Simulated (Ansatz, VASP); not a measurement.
MgB2 in VASP and in Ansatz

```
Mg B
1.0
     3.06430    0.00000    0.00000
    -1.53215    2.65376    0.00000
     0.00000    0.00000    3.49935
Mg B
1 2
Cartesian
  0.0000 0.0000 0.0000
  0.0000 1.7692 1.7497
  1.5321 0.8846 1.7497
```

Change from the starting cell: volume scaled by 0.98, PAW files.

Alike in both runs: task electric field gradients; functional LDA; k mesh 15 × 15 × 12; occupations fermi-dirac, width 0.05 eV; no spin polarisation.

```csv
,VASP,Ansatz
version,VASP 6.6.1,Ansatz 0.2.0
potentials or method,"VASP PAW LDA potentials, release 64 (Mg, B)","PAW with Ansatz's default frozen-core files, scalar-relativistic"
plane-wave cutoff (eV),520,420
valence electrons in the cell,8,16
```

|  | VASP | Ansatz | Ansatz less VASP |
| --- | --- | --- | --- |
| pressure (GPa) | -5.3 | -4.7 | +0.59 |
| largest component of the traceless stress (GPa) | 0.85 | 0.92 | +0.070 |
| Vzz of the field gradient on the site that differs most (V/Å²) | 19.7 | 17.4 | -2.32 |

The two sets of potentials don't hold the same shells in valence.
